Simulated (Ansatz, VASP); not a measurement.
**MgI2 in VASP and in Ansatz**

Contents of INCAR:

```
ALGO     = Normal         # electronic algorithm
EDIFF    = 1E-7           # SCF threshold, eV
ENCUT    = 520            # plane-wave cutoff, eV
GGA      = PE             # functional
ISIF     = 2              # what is computed and relaxed
ISMEAR   = 0              # smearing method
LASPH    = True           # aspherical terms in the spheres
LCHARG   = True           # write CHGCAR
LELF     = True           # ELF
LREAL    = False          # projectors in reciprocal space
LVHAR    = True         
LWAVE    = False          # write WAVECAR
NBANDS   = 15             # bands
NELM     = 60             # most SCF steps
PREC     = Accurate       # precision mode
SIGMA    = 0.05           # smearing width, eV
```

KPOINTS

```
k-points
0
Gamma
  6 6 4
```

File POSCAR:

```
MgI2
1.0
    4.0918639477      0.0000000000      0.0000000000
   -2.0459319739      3.5436581276      0.0000000000
    0.0000000000      0.0000000000      7.5975677033
Mg I
1 2
Direct
    0.0000000000      0.0000000000      0.0000000000
    0.3333333333      0.6666666667      0.7973879295
    0.6666666667      0.3333333333      0.2026120705
```

Input for Ansatz:

```yaml
crystal:
  lattice:
    - [4.0918639477, 0.0, 0.0]
    - [-2.0459319739, 3.5436581276, 0.0]
    - [0.0, 0.0, 7.5975677033]
  atoms:
    - { symbol: Mg, position: [0.0, 0.0, 0.0] }
    - { symbol: I, position: [0.3333333333, 0.6666666667, 0.7973879295] }
    - { symbol: I, position: [0.6666666667, 0.3333333333, 0.2026120705] }
basis:
  ecutwfc: 520.0
kpoints:
  mp_grid: { grid: [6, 6, 4] }
hamiltonian:
  xc: pbe
scf:
  occupations: { method: gaussian, width: 0.05 }
output:
  forces: true
  stress: true
  eigenvalues: true
  write_density: true
  write_potential: true
  elf: true
  volumetric_format: npy
```

Alike in both runs: task single point; functional PBE; k mesh 6 × 6 × 4; occupations gaussian, width 0.05 eV; no spin polarisation.

|  | VASP | Ansatz |
| --- | --- | --- |
| version | VASP 6.6.1 | Ansatz 0.2.0 |
| potentials or method | VASP PAW PBE potentials, release 64 (Mg, I) | scalar-relativistic, plane waves, PAW |
| plane-wave cutoff (eV) | 520 | 520 |
| valence electrons in the cell | 16 | 44 |

VASP gave:

* gap on the k mesh at the Fermi level (eV): 3.80
* least direct gap on the mesh (eV): 4.21
* pressure (GPa): 4.1
* largest component of the traceless stress (GPa): 0.46
* rms of the force components (eV/Å): 0.473

Question: What did Ansatz give for the same quantities?

Answer: gap on the k mesh at the Fermi level (eV): 3.81; least direct gap on the mesh (eV): 4.23; pressure (GPa): 4.1; largest component of the traceless stress (GPa): 0.45; rms of the force components (eV/Å): 0.477.

Atom by atom the forces differ by 0.004 eV/Å (rms over components). With one functional, cell and mesh, what is left measures potentials, basis and numerics. The two sets of potentials don't hold the same shells in valence.

Caveats: spin-orbit coupling is left out, which moves the levels of the heavy elements; this functional lacks dispersion, which binds the layers, so the pressure and a relaxed spacing across them are unreliable; forces of over 1 eV/Å show positions far from the minimum, so gaps and moduli don't describe the material at rest. A k mesh can miss the band edges.
